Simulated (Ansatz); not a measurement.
Take BaSnO3 in the cubic perovskite structure (space group Pm-3m, No. 221; a = 4.122 Å) as the base. Axes: x, y, z lie along the cube axes.

All numbers come from PBEsol/PAW in Ansatz (a quantum-chemistry and plane-wave program), without spin-orbit coupling, earlier PAW set.

For the base:

Pressure: 0.01 GPa

The change: tensor shear ε_xz = −3.30 % (engineering shear γ = -0.0660); the atoms relax in the strained cell.

Q: Predict the new energy relative to the base and pressure.

A: The energy increases by 18 meV/atom; the pressure (mean of the normal stresses, compression positive) grows by 0.339 GPa to 0.34 GPa.

No phonon test of stability was made.
